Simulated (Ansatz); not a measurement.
Convergence notes, G0W0 on AlN (wurtzite)

AlN built on the wurtzite prototype, relaxed with r2SCAN; one-shot G0W0 in Ansatz without spin-orbit coupling. The values are computed, spin-unpolarised, and not measurements.

```yaml
crystal:
  lattice:
    - [3.10669, 0.00000, 0.00000]
    - [-1.55335, 2.69048, 0.00000]
    - [0.00000, 0.00000, 4.97859]
  atoms:
    - { symbol: Al, position: [0.33333, 0.66667, 0.99670] }
    - { symbol: Al, position: [0.66667, 0.33333, 0.49670] }
    - { symbol: N, position: [0.33333, 0.66667, 0.37830] }
    - { symbol: N, position: [0.66667, 0.33333, 0.87830] }
```

Gaps are read over the mesh points alone. G0W0 here is at a finite number of bands, screening cutoff and k mesh, not at the basis limit.

| start | potentials | frequency model | mesh | empty bands | screening cutoff (eV) | Kohn-Sham gap (eV) | G0W0 gap (eV) | rough cost |
| --- | --- | --- | --- | --- | --- | --- | --- | --- |
| PBE | PAW | contour deformation | 6×6×4 | 67 | 80 | 4.23 | 5.67 | 40 core-seconds |
| PBE | PAW | contour deformation | 6×6×4 | 156 | 140 | 4.23 | 5.88 | 3 core-minutes |
| PBE | PAW | contour deformation | 6×6×4 | 287 | 210 | 4.23 | 5.94 | 14 core-minutes |
| HSE06 | PAW | contour deformation | 6×6×4 | 156 | 140 | 5.60 | 6.52 | 4 core-minutes |
| LDA | PAW | contour deformation | 6×6×4 | 156 | 140 | 4.26 | 5.88 | 3 core-minutes |
| r2SCAN | PAW | contour deformation | 6×6×4 | 156 | 140 | 4.88 | 6.23 | 4 core-minutes |
| PBE | PAW | Godby-Needs pole | 6×6×4 | 156 | 140 | 4.23 | 5.82 | 3 core-minutes |
| PBE | PAW | contour deformation | 9×9×4 | 67 | 80 | 4.23 | 5.66 | 2.4 core-minutes |
| PBE | norm-conserving | contour deformation | 6×6×4 | 156 | 140 | 4.23 | 5.87 | 6 core-minutes |

Over the mesh points the PBE gap of 4.23 eV becomes a quasiparticle gap of 5.94 eV (direct at Γ), a change of +1.71 eV. Renormalisation factors Z lie between 0.77 and 0.83.

Raising bands and cutoff together moves the gap by +0.21 eV (80 to 140 eV), then +0.06 eV (140 to 210 eV); the last step is still large, so the basis limit isn't reached. Starting from HSE06 (5.60 eV against PBE's 4.23 eV) gives 6.52 eV, +0.64 eV from G0W0@PBE at the same screening cutoff. Starting from LDA (4.26 eV against PBE's 4.23 eV) gives 5.88 eV, 0.00 eV from G0W0@PBE at the same screening cutoff. Starting from r2SCAN (4.88 eV against PBE's 4.23 eV) gives 6.23 eV, +0.35 eV from G0W0@PBE at the same screening cutoff. The Godby-Needs plasmon pole differs from contour deformation by -0.06 eV. A 9×9×4 mesh in place of 6×6×4 changes the opening over PBE by 0.00 eV (the gap on the mesh by -0.01 eV). Norm-conserving potentials (wave cutoff 1240 eV against 420 eV) shift the quasiparticle gap by -0.01 eV and the PBE gap by 0.00 eV. r2SCAN runs take a wave cutoff of 500 eV.
